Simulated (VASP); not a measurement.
# BAs (F-43m) in VASP: a series of runs

Runs on BAs. Level: PBE. Tasks: single point.

Everything below comes from runs of VASP 6.6.1. Logs are shortened: lines on timing, memory, paths and dates and some standing lists are left out, and cuts for length are marked.

## Step 1: The structure

It takes space group F-43m (No. 216, cubic). Conventional cell: a = 4.777 Å, b = 4.777 Å, c = 4.777 Å, α = 90.00°, β = 90.00°, γ = 90.00°. As (site symmetry -43m) is surrounded by 4 B at 2.07 Å. B (site symmetry -43m) is surrounded by 4 As at 2.07 Å.

## Step 2: Single point, PBE, spin-orbit coupling, no magnetisation

Input file INCAR:

```
SYSTEM = BAs
ALGO = Normal
EDIFF = 1E-7
ENCUT = 650
GGA = PE
GGA_COMPAT = .False.
ISIF = 2
ISMEAR = 0
LASPH = .True.
LCHARG = .False.
LNONCOLLINEAR = .True.
LORBIT = 11
LREAL = .False.
LSORBIT = .True.
LWAVE = .False.
MAGMOM = 0 0 0 0 0 0
NBANDS = 24
NELM = 100
PREC = Accurate
SIGMA = 0.02
```

Input file KPOINTS:

```
k-points
0
Gamma
  4 4 4
  0 0 0
```

Input file POSCAR:

```
BAs
1.0
    0.0000000000      2.3885000000      2.3885000000
    2.3885000000      0.0000000000      2.3885000000
    2.3885000000      2.3885000000      0.0000000000
As B
1 1
Direct
    0.7500000000      0.7500000000      0.7500000000
    0.0000000000      0.0000000000      0.0000000000
```

Potentials or basis: VASP PAW PBE potentials, release 64 (As, B).

On the command line:

```
$ cat potpaw_PBE.64/As/POTCAR potpaw_PBE.64/B/POTCAR > POTCAR
$ mpirun -np 1 vasp_ncl > vasp.out
```

OUTCAR:

```text
SYSTEM = BAs
   EDIFF = 1E-7
   ENCUT = 650
   GGA = PE
   ISIF = 2
   ISMEAR = 0
   LASPH = .True.
   LNONCOLLINEAR = .True.
   LORBIT = 11
   LREAL = .False.
   LSORBIT = .True.
   NELM = 100
   PREC = Accurate

 Found     10 irreducible k-points:

 Following reciprocal coordinates:
            Coordinates               Weight
  0.000000  0.000000  0.000000      1.000000
  0.250000  0.000000  0.000000      4.000000
 -0.250000  0.000000  0.000000      4.000000
  0.500000  0.000000  0.000000      4.000000
  0.250000  0.250000  0.000000      6.000000
  0.500000  0.250000  0.000000     12.000000
   k-points           NKPTS =     10   k-points in BZ     NKDIM =     10   number of bands    NBANDS=     24
   number of dos      NEDOS =    301   number of ions     NIONS =      2
   total plane-waves  NPLWV =  21952
   dimension x,y,z NGX =    28 NGY =   28 NGZ =   28
   dimension x,y,z NGXF=    56 NGYF=   56 NGZF=   56
   ions per type =               1   1
   NGX,Y,Z   is equivalent  to a cutoff of  13.78, 13.78, 13.78 a.u.
   NGXF,Y,Z  is equivalent  to a cutoff of  27.56, 27.56, 27.56 a.u.
 SYSTEM =  BAs
   PREC   = accura    normal or accurate (medium, high low for compatibility)
   ISTART =      0    job   : 0-new  1-cont  2-samecut
   ICHARG =      2    charge: 1-file 2-atom 10-const
   ISPIN  =      1    spin polarized calculation?
   LNONCOLLINEAR =      T non collinear calculations
   LSORBIT =      T    spin-orbit coupling
   LASPH  =      T    aspherical Exc in radial PAW
   ENCUT  =  650.0 eV  47.77 Ry    6.91 a.u.   7.02  7.02  7.02*2*pi/ulx,y,z
   NELM   =    100;   NELMIN=  2; NELMDL= -5     # of ELM steps
   EDIFF  = 0.1E-06   stopping-criterion for ELM
   LREAL  =      F    real-space projection
   EDIFFG = 0.1E-05   stopping-criterion for IOM
   NSW    =      0    number of steps for IOM
   IBRION =     -1    ionic relax: 0-MD 1-quasi-New 2-CG
   NFREE  =      0    steps in history (QN), initial steepest desc. (CG)
   ISIF   =      2    stress and relaxation
   ISYM   =      2    0-nonsym 1-usesym 2-fastsym
   POTIM  = 0.5000    time-step for ionic-motion
   TEBEG  =    0.0;   TEEND  =   0.0 temperature during run
   PSTRESS=    0.0 pullay stress
   NELECT =       8.0000    total number of electrons
   NUPDOWN=      -1.0000    fix difference up-down
   EMIN   =  10.00;   EMAX   =-10.00  energy-range for DOS
   EFERMI =   0.00;   METHOD = LEGACY
   ISMEAR =     0;   SIGMA  =   0.02  broadening in eV -4-tet -1-fermi 0-gaus
   EFERMI_NEDOS =   21; number of points for ismear=-14 and -15
   IALGO  =     38    algorithm
   IMIX   =      4    mixing-type and parameters
     AMIX     =   0.40;   BMIX     =  1.00
     AMIX_MAG =   1.60;   BMIX_MAG =  1.00
  volume/ion in A,a.u.               =      13.63        91.95
  Fermi-wavevector in a.u.,A,eV,Ry     =   1.088018  2.056057 16.106360  1.183784
  Thomas-Fermi vector in A             =   2.224191
   LORBIT       =     11    0 simple, 1 ext, 2 COOP (PROOUT), +10 PAW based schemes
   GGA     = PE    functional components
   LHFCALC =     F    Hartree Fock is set to
   AEXX    =    0.0000 exact exchange contribution
   IVDW    =     0    specifies the selected vdW correction
   LEPSILON=     F    determine dielectric tensor
   LRPA    =     F    only Hartree local field effects (RPA)
 Gauss-broadening in eV      SIGMA  =   0.02
  energy-cutoff  :      650.00
  volume of cell :       27.25
 maximum number of plane-waves:      2072
   NGX = 13   NGY = 13   NGZ = 13

 number of electron       8.0000000 magnetization       0.0000000      0.0000000      0.0000000

 number of electron       8.0000000 magnetization       0.0000000     -0.0000000      0.0000000

 number of electron       8.0000000 magnetization      -0.0000000     -0.0000000      0.0000000

 Free energy of the ion-electron system (eV)
  ---------------------------------------------------
  ext. energy  EPLUGINS =         0.00000000
  ---------------------------------------------------
  free energy    TOTEN  =       -11.23997875 eV

  energy without entropy =      -11.23997875  energy(sigma->0) =      -11.23997875

 E-fermi :   6.3272     XC(G=0): -10.5633

 val. band max:        6.2295669490   @ k =   0.0000   0.0000   0.0000
 cond. band min:       7.5752781794   @ k =   0.5000   0.5000   0.0000
 fundamental gap:      1.3457112304
 Fermi energy:         6.3271957682

 k-point     1 :       0.0000    0.0000    0.0000
  band No.  band energies     occupation
      1      -9.2470      1.00000
      2      -9.2470      1.00000
      3       6.0245      1.00000
      4       6.0245      1.00000
      5       6.2296      1.00000
      6       6.2296      1.00000
[... 12 lines left out ...]
     19      19.0898      0.00000
     20      19.0898      0.00000

 k-point     2 :       0.2500    0.0000    0.0000
  band No.  band energies     occupation
      1      -8.2451      1.00000
      2      -8.2451      1.00000
      3       1.2150      1.00000
      4       1.2150      1.00000
      5       4.9414      1.00000
      6       4.9414      1.00000
[... 12 lines left out ...]
     19      17.3605      0.00000
     20      17.3926      0.00000

 k-point     3 :      -0.2500    0.0000    0.0000
  band No.  band energies     occupation
      1      -8.2451      1.00000
      2      -8.2451      1.00000
      3       1.2150      1.00000
      4       1.2150      1.00000
      5       4.9414      1.00000
      6       4.9414      1.00000
[... 12 lines left out ...]
     19      17.3605      0.00000
     20      17.3926      0.00000

 k-point     4 :       0.5000    0.0000    0.0000
  band No.  band energies     occupation
      1      -6.3730      1.00000
      2      -6.3730      1.00000
      3      -2.6369      1.00000
      4      -2.6369      1.00000
      5       4.2658      1.00000
      6       4.2658      1.00000
[... 12 lines left out ...]
     19      20.6708      0.00000
     20      20.6708      0.00000

 k-point     5 :       0.2500    0.2500    0.0000
  band No.  band energies     occupation
      1      -7.9002      1.00000
      2      -7.9002      1.00000
      3       2.0578      1.00000
      4       2.0578      1.00000
      5       3.3887      1.00000
      6       3.3887      1.00000
[... 12 lines left out ...]
     19      19.9930      0.00000
     20      19.9930      0.00000

 k-point     6 :       0.5000    0.2500    0.0000
  band No.  band energies     occupation
      1      -5.9683      1.00000
      2      -5.9665      1.00000
      3      -1.5822      1.00000
      4      -1.5467      1.00000
      5       1.3807      1.00000
      6       1.4523      1.00000
[... 12 lines left out ...]
     19      21.1389      0.00000
     20      21.1577      0.00000

 [... further k-points ...]

 [bands above 20 left out]

------------------------ aborting loop because EDIFF is reached ----------------------------------------

  FORCE on cell =-STRESS in cart. coord.  units (eV):
  Direction    XX          YY          ZZ          XY          YZ          ZX
  --------------------------------------------------------------------------------------
  -------------------------------------------------------------------------------------
  Total        0.6896180      0.6896180      0.6896180      0.0000000      0.0000000      0.0000000
  in kB       40.5427714     40.5427714     40.5427714      0.0000000      0.0000000      0.0000000
  external PRESSURE =      40.5427714 kB  Pullay stress =       0.0000000 kB

 VOLUME and BASIS-vectors are now :
 -----------------------------------------------------------------------------
  energy-cutoff  :      650.00
  volume of cell :       27.25
      direct lattice vectors                 reciprocal lattice vectors
     0.000000000  2.388500000  2.388500000    -0.209336404  0.209336404  0.209336404
     2.388500000  0.000000000  2.388500000     0.209336404 -0.209336404  0.209336404
     2.388500000  2.388500000  0.000000000     0.209336404  0.209336404 -0.209336404

 POSITION                                       TOTAL-FORCE (eV/Angst)
 -----------------------------------------------------------------------------------
      3.58275      3.58275      3.58275         0.000000     -0.000000      0.000000
      0.00000      0.00000      0.00000        -0.000000      0.000000     -0.000000
 -----------------------------------------------------------------------------------
    total drift:                                0.000000      0.000000      0.000000

  FREE ENERGIE OF THE ION-ELECTRON SYSTEM (eV)
  ---------------------------------------------------
  free  energy   TOTEN  =       -11.2399787485 eV

  energy  without entropy=      -11.2399787485  energy(sigma->0) =      -11.23997875

 Spin-Orbit-Coupling matrix elements

 Ion:    1  E_soc:     -0.0218260
 l=   1
     0.0000000    -0.0036074    -0.0036074
    -0.0036074     0.0000000    -0.0036074
    -0.0036074    -0.0036074     0.0000000
 l=   2
     0.0000000    -0.0000164     0.0000000    -0.0000164    -0.0000138
    -0.0000164     0.0000000    -0.0000104    -0.0000164    -0.0000035
     0.0000000    -0.0000104     0.0000000    -0.0000104     0.0000000
    -0.0000164    -0.0000164    -0.0000104     0.0000000    -0.0000035
    -0.0000138    -0.0000035     0.0000000    -0.0000035     0.0000000
 l=   3
     0.0000000     0.0000000     0.0000000     0.0000000     0.0000000     0.0000000     0.0000000
     0.0000000     0.0000000     0.0000000     0.0000000     0.0000000     0.0000000     0.0000000
     0.0000000     0.0000000     0.0000000     0.0000000     0.0000000     0.0000000     0.0000000
     0.0000000     0.0000000     0.0000000     0.0000000     0.0000000     0.0000000     0.0000000
     0.0000000     0.0000000     0.0000000     0.0000000     0.0000000     0.0000000     0.0000000
     0.0000000     0.0000000     0.0000000     0.0000000     0.0000000     0.0000000     0.0000000
     0.0000000     0.0000000     0.0000000     0.0000000     0.0000000     0.0000000     0.0000000

 Ion:    2  E_soc:     -0.0000020
 l=   1
     0.0000000    -0.0000003    -0.0000003
    -0.0000003     0.0000000    -0.0000003
    -0.0000003    -0.0000003     0.0000000
 l=   2
     0.0000000     0.0000000     0.0000000     0.0000000     0.0000000
     0.0000000     0.0000000     0.0000000     0.0000000     0.0000000
     0.0000000     0.0000000     0.0000000     0.0000000     0.0000000
     0.0000000     0.0000000     0.0000000     0.0000000     0.0000000
     0.0000000     0.0000000     0.0000000     0.0000000     0.0000000
 l=   3
     0.0000000     0.0000000     0.0000000     0.0000000     0.0000000     0.0000000     0.0000000
     0.0000000     0.0000000     0.0000000     0.0000000     0.0000000     0.0000000     0.0000000
     0.0000000     0.0000000     0.0000000     0.0000000     0.0000000     0.0000000     0.0000000
     0.0000000     0.0000000     0.0000000     0.0000000     0.0000000     0.0000000     0.0000000
     0.0000000     0.0000000     0.0000000     0.0000000     0.0000000     0.0000000     0.0000000
     0.0000000     0.0000000     0.0000000     0.0000000     0.0000000     0.0000000     0.0000000
     0.0000000     0.0000000     0.0000000     0.0000000     0.0000000     0.0000000     0.0000000

 total charge

# of ion       s       p       d       tot
------------------------------------------
    1        1.163   1.683   0.087   2.932
    2        0.644   1.201   0.000   1.845
--------------------------------------------------
tot          1.807   2.884   0.087   4.777

 magnetization (x)

# of ion       s       p       d       tot
------------------------------------------
    1        0.000  -0.000  -0.000  -0.000
    2        0.000   0.000   0.000   0.000
--------------------------------------------------
tot          0.000   0.000  -0.000   0.000

 magnetization (y)

# of ion       s       p       d       tot
------------------------------------------
    1        0.000  -0.000  -0.000  -0.000
    2        0.000   0.000   0.000   0.000
--------------------------------------------------
tot          0.000   0.000  -0.000   0.000

 magnetization (z)

# of ion       s       p       d       tot
------------------------------------------
    1        0.000   0.000  -0.000   0.000
    2        0.000   0.000   0.000   0.000
--------------------------------------------------
tot          0.000   0.000  -0.000   0.000
```

It took 33 s on 1 thread of Intel Xeon Platinum 8259CL at 2.50GHz (Skylake/Cascade Lake), shared host; peak memory 0.24 GiB.

These settings aren't checked as converged: the numbers below hold their error.

What came out:

```yaml
Free_energy: -11.2400 eV
Pressure: 4.1 GPa
Valence_electrons_inside_the_program's_atomic_spheres: As 2.93; B 1.84
```

Caveat: the k mesh is coarse (spacing up to 0.57 Å⁻¹), so the values aren't converged.

(Continued in part 2 of 2.)
